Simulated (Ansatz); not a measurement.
**GeO2 (rutile), map of one atom of the cell**

Starting cell, GeO2 (rutile):

```xyz
6
Lattice="4.4105 0.0000 0.0000 0.0000 4.4105 0.0000 0.0000 0.0000 2.8702" Properties=species:S:1:pos:R:3 pbc="T T T"
Ge     0.0000     0.0000     0.0000
Ge     2.2053     2.2053     1.4351
O      1.3496     1.3496     0.0000
O      3.5549     0.8556     1.4351
O      0.8556     3.5549     1.4351
O      3.0609     3.0609     0.0000
```

In this cell atom 5 (O, nearest neighbour Ge at 1.877 Å; its periodic images, 2.9 Å or more away, move with it) is moved by u·(1.000, 0.000, 0.000) + v·(0.000, 0.000, 1.000); the rest is frozen.

Level of theory: r2SCAN (plane waves to 500 eV, PAW, scalar-relativistic; Ansatz, an electronic-structure program). k mesh 6×6×9 (Γ-centred), Fermi-Dirac smearing 0.05 eV. The energy includes the smearing's −TS. Points where atoms come too close for the PAW data are left out (x in tables, blank in figures). Fu and Fv are the components of the force on the atom. GeO2 was relaxed with its symmetry unable to fall. The zero of ΔE is the undisplaced structure. Axes are in Å.

ΔE (eV/cell), with u across and v down:

```tsv
v \ u	-0.470	-0.235	0.000	0.235	0.470
-0.470	x	3.893	1.911	1.528	2.574
-0.235	2.987	1.251	0.459	0.747	2.151
0.000	1.784	0.467	0.000	0.492	2.022
0.235	2.987	1.251	0.459	0.747	2.151
0.470	x	3.893	1.911	1.528	2.574
```

Fu (eV/Å), with u across and v down:

```csv
v \ u,-0.470,-0.235,0.000,0.235,0.470
-0.470,x,11.80,4.97,-1.56,-7.23
-0.235,8.98,5.54,1.11,-3.58,-8.39
0.000,7.17,3.90,0.00,-4.24,-8.85
0.235,8.98,5.54,1.11,-3.58,-8.39
0.470,x,11.80,4.97,-1.56,-7.23
```

Derived quantities:

| Property | Result |
|---|---|
| Lowest place on the grid | u = 0.000 Å, v = 0.000 Å (0 meV/cell) |

The 25 points together took roughly 24 core-minutes.

(A displaced cell: forces are minus the slopes of the energy, force constants its curvatures, and phonons follow from these.)
